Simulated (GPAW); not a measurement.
# InP (F-43m) in GPAW: settings compared, part 2 of 2

GPAW 26.7.0. The steps go on from the part before.

## 3. Relaxation of cell and atoms, PBE+D4

run.py reads:

```python
from ase.calculators.mixing import SumCalculator
from ase.filters import FrechetCellFilter
from ase.io import read, write
from ase.optimize import BFGS
from dftd4.ase import DFTD4
from gpaw import GPAW, PW

atoms = read('POSCAR')

calc = GPAW(mode=PW(600),
            xc='PBE',
            kpts={'size': (8, 8, 8), 'gamma': True},
            occupations={'name': 'fermi-dirac', 'width': 0.05},
            nbands=18,
            convergence={'density': 1e-05, 'forces': 0.0001},
            maxiter=150,
            txt='gpaw.txt')
atoms.calc = SumCalculator([calc, DFTD4(method='pbe')])
opt = BFGS(FrechetCellFilter(atoms), trajectory='relax.traj', logfile='-')
done = opt.run(fmax=0.01, steps=40)
calc.write('gs.gpw')
write('result.traj', atoms)
print('Converged:', done)
print('Cell:', atoms.cell.cellpar().round(4))
print('Volume:', round(atoms.get_volume(), 4))
print(atoms.get_scaled_positions().round(5))
```

POSCAR reads:

```
InP
1.0
    0.0000000000      2.9305000000      2.9305000000
    2.9305000000      0.0000000000      2.9305000000
    2.9305000000      2.9305000000      0.0000000000
In P
1 1
Direct
    0.0000000000      0.0000000000      0.0000000000
    0.7500000000      0.7500000000      0.7500000000
```

Potentials or basis: GPAW PAW data sets (gpaw-data 1.2.1), pw.

Command:

```bash
OMP_NUM_THREADS=1 python run.py
```

gpaw.txt:

```text
__  _  _
 | _ |_)|_||  |
 |__||  | ||/\| - 26.7.0

Input parameters:
  mode=PW(ecut=600.0),
  convergence={'density': 1e-05, 'forces': 0.0001},
  kpts=MonkhorstPack(size=(8, 8, 8), gamma=True),
  maxiter=150,
  nbands=18,
  occupations=Occupations(name='fermi-dirac', width=0.05),
  xc=XC(name='PBE')

Diagonalizing LCAO Hamiltonian
Converting LCAO to pw mode

                     P

       In

Atoms  # Å, Bohr magnetons
|   | symbol |        x |        y |        z |    initial magnetic moments |
|---|--------|----------|----------|----------|-----------------------------|
| 0 |     In | 0.000000 | 0.000000 | 0.000000 | ( 0.0000,  0.0000,  0.0000) |
| 1 |      P | 4.395750 | 4.395750 | 4.395750 | ( 0.0000,  0.0000,  0.0000) |

Unit cell  # Å
| periodic |        x |        y |        z |  lengths |    angles |
|----------|----------|----------|----------|----------|-----------|
|      yes | 0.000000 | 2.930500 | 2.930500 | 4.144353 | 60.000000 |
|      yes | 2.930500 | 0.000000 | 2.930500 | 4.144353 | 60.000000 |
|      yes | 2.930500 | 2.930500 | 0.000000 | 4.144353 | 60.000000 |

Number of symmetries: 24
Symmetry operations  # r_c * U_cc + t_c -> r_c
|    | kind |            matrix            |
|----|------|------------------------------|
|  0 |  E   |  1, 0, 0,  0, 1, 0,  0, 0, 1 |
|  1 |  σ   |  1, 0, 0,  0, 0, 1,  0, 1, 0 |
|  2 |  σ   |  1, 0,-1,  0, 1,-1,  0, 0,-1 |
|  3 |  C3  |  1, 0,-1,  0, 0,-1,  0, 1,-1 |
|  4 |  C3  |  1,-1, 0,  0,-1, 1,  0,-1, 0 |
|  5 |  σ   |  1,-1, 0,  0,-1, 0,  0,-1, 1 |
|  6 |  σ   |  0, 1, 0,  1, 0, 0,  0, 0, 1 |
|  7 |  C3  |  0, 1, 0,  0, 0, 1,  1, 0, 0 |
|  8 |  C2  |  0, 1,-1,  1, 0,-1,  0, 0,-1 |
|  9 |  S4  |  0, 1,-1,  0, 0,-1,  1, 0,-1 |
| 10 |  C3  |  0, 0, 1,  1, 0, 0,  0, 1, 0 |
| 11 |  σ   |  0, 0, 1,  0, 1, 0,  1, 0, 0 |
| 12 |  S4  |  0, 0,-1,  1, 0,-1,  0, 1,-1 |
| 13 |  C3  |  0, 0,-1,  0, 1,-1,  1, 0,-1 |
| 14 |  S4  |  0,-1, 1,  1,-1, 0,  0,-1, 0 |
| 15 |  C2  |  0,-1, 1,  0,-1, 0,  1,-1, 0 |
| 16 |  C3  |  0,-1, 0,  1,-1, 0,  0,-1, 1 |
| 17 |  S4  |  0,-1, 0,  0,-1, 1,  1,-1, 0 |
| 18 |  S4  | -1, 1, 0, -1, 0, 1, -1, 0, 0 |
| 19 |  C3  | -1, 1, 0, -1, 0, 0, -1, 0, 1 |
| 20 |  C3  | -1, 0, 1, -1, 1, 0, -1, 0, 0 |
| 21 |  S4  | -1, 0, 1, -1, 0, 0, -1, 1, 0 |
[... 202 lines left out ...]
Forces  # eV/Ang
|        x |        y |        z |
|----------|----------|----------|
| -0.00000 | -0.00000 | -0.00000 |  # In   0
| -0.00000 |  0.00000 |  0.00000 |  # P    1

Diagonalizing LCAO Hamiltonian
Converting LCAO to pw mode

                     P

       In

Atoms  # Å, Bohr magnetons
|   | symbol |         x |         y |         z |    initial magnetic moments |
|---|--------|-----------|-----------|-----------|-----------------------------|
| 0 |     In | -0.000000 | -0.000000 | -0.000000 | ( 0.0000,  0.0000,  0.0000) |
| 1 |      P |  4.399509 |  4.399509 |  4.399509 | ( 0.0000,  0.0000,  0.0000) |

Unit cell  # Å
| periodic |        x |        y |        z |  lengths |    angles |
|----------|----------|----------|----------|----------|-----------|
|      yes | 0.000000 | 2.933006 | 2.933006 | 4.147897 | 59.999999 |
|      yes | 2.933006 | 0.000000 | 2.933006 | 4.147897 | 59.999999 |
|      yes | 2.933006 | 2.933006 | 0.000000 | 4.147897 | 59.999999 |

Number of symmetries: 6
Symmetry operations  # r_c * U_cc + t_c -> r_c
|   | kind |            matrix            |
|---|------|------------------------------|
| 0 |  E   |  1, 0, 0,  0, 1, 0,  0, 0, 1 |
| 1 |  σ   |  1, 0, 0,  0, 0, 1,  0, 1, 0 |
| 2 |  σ   |  0, 1, 0,  1, 0, 0,  0, 0, 1 |
| 3 |  C3  |  0, 1, 0,  0, 0, 1,  1, 0, 0 |
| 4 |  C3  |  0, 0, 1,  1, 0, 0,  0, 1, 0 |
| 5 |  σ   |  0, 0, 1,  0, 1, 0,  1, 0, 0 |

BZ-sampling:
  Number of BZ points: 512
  Number of IBZ points: 65
[... 196 lines left out ...]
Forces  # eV/Ang
|        x |        y |        z |
|----------|----------|----------|
|  0.00000 |  0.00000 |  0.00000 |  # In   0
| -0.00000 | -0.00000 | -0.00000 |  # P    1

Interpolating wave functions to new cell

                     P

       In

Atoms  # Å, Bohr magnetons
|   | symbol |        x |        y |        z |    initial magnetic moments |
|---|--------|----------|----------|----------|-----------------------------|
| 0 |     In | 0.000000 | 0.000000 | 0.000000 | ( 0.0000,  0.0000,  0.0000) |
| 1 |      P | 4.411984 | 4.411984 | 4.411984 | ( 0.0000,  0.0000,  0.0000) |

Unit cell  # Å
| periodic |        x |        y |        z |  lengths |    angles |
|----------|----------|----------|----------|----------|-----------|
|      yes | 0.000002 | 2.941322 | 2.941322 | 4.159658 | 59.999963 |
|      yes | 2.941322 | 0.000002 | 2.941322 | 4.159658 | 59.999963 |
|      yes | 2.941322 | 2.941322 | 0.000002 | 4.159658 | 59.999963 |

Number of symmetries: 6
Symmetry operations  # r_c * U_cc + t_c -> r_c
|   | kind |            matrix            |
|---|------|------------------------------|
| 0 |  E   |  1, 0, 0,  0, 1, 0,  0, 0, 1 |
| 1 |  σ   |  1, 0, 0,  0, 0, 1,  0, 1, 0 |
| 2 |  σ   |  0, 1, 0,  1, 0, 0,  0, 0, 1 |
| 3 |  C3  |  0, 1, 0,  0, 0, 1,  1, 0, 0 |
| 4 |  C3  |  0, 0, 1,  1, 0, 0,  0, 1, 0 |
| 5 |  σ   |  0, 0, 1,  0, 1, 0,  1, 0, 0 |

BZ-sampling:
  Number of BZ points: 512
  Number of IBZ points: 65
[... 195 lines left out ...]
Forces  # eV/Ang
|        x |        y |        z |
|----------|----------|----------|
| -0.00000 | -0.00000 | -0.00000 |  # In   0
|  0.00000 |  0.00000 |  0.00000 |  # P    1

# Writing to gs.gpw (mode='')
```

Run time: 84 s. Hardware: 1 thread of Arm Neoverse V1, shared host; peak memory 0.25 GiB.

What came out:

```yaml
Free_energy: -9.2881 eV
Relaxed_volume: 25.45 Å³/atom
Relaxed_cell: a = 4.160 Å, b = 4.160 Å, c = 4.160 Å, α = 60.00°, β = 60.00°, γ = 60.00°
Space_group_after_relaxing_to_0.05_Å: F-43m (No. 216)
Energy_gained_by_relaxing: 0.7 meV/atom
Ionic_steps: 3
Pressure_after_relaxing: 0.0 GPa
Band_gap_on_the_k_mesh: 0.65 eV, direct
Dispersion_energy_per_atom: -0.333 eV
```

Step by step:
```tsv
step	energy change (eV)	largest force (eV/Å)	pressure (GPa)	volume (Å³)
1	0.0000	0.0000	0.76	50.33
2	-0.0006	0.0000	0.58	50.46
3	-0.0015	0.0000	0.01	50.89
```

Final structure:
```yaml
crystal:
  lattice:
    - [0.00000, 2.94132, 2.94132]
    - [2.94132, 0.00000, 2.94132]
    - [2.94132, 2.94132, 0.00000]
  atoms:
    - { symbol: In, position: [0.00000, 0.00000, 0.00000] }
    - { symbol: P, position: [0.75000, 0.75000, 0.75000] }
```

Levels at points of the mesh, in eV from the valence-band top:
| k point | band 6 | band 7 | band 8 | band 9 | band 10 | band 11 | band 12 | band 13 |
| --- | --- | --- | --- | --- | --- | --- | --- | --- |
| (0.00, 0.00, 0.00) | -11.45 | 0.00 | 0.00 | 0.00 | 0.65 | 4.06 | 4.06 | 4.06 |
| (0.50, 0.00, 0.00) | -9.75 | -5.68 | -0.96 | -0.96 | 1.48 | 4.79 | 4.79 | 7.08 |
| (0.50, 0.50, 0.00) | -9.11 | -5.70 | -2.30 | -2.30 | 1.78 | 2.28 | 9.14 | 9.49 |
| (0.50, 0.50, 0.50) | -9.75 | -5.68 | -0.96 | -0.96 | 1.48 | 4.79 | 4.79 | 7.08 |

Caveat: later steps reuse the first step's grids; spin-orbit coupling is left out, which moves the levels of the heavy elements. Zero-point motion and thermal expansion aren't in these numbers.
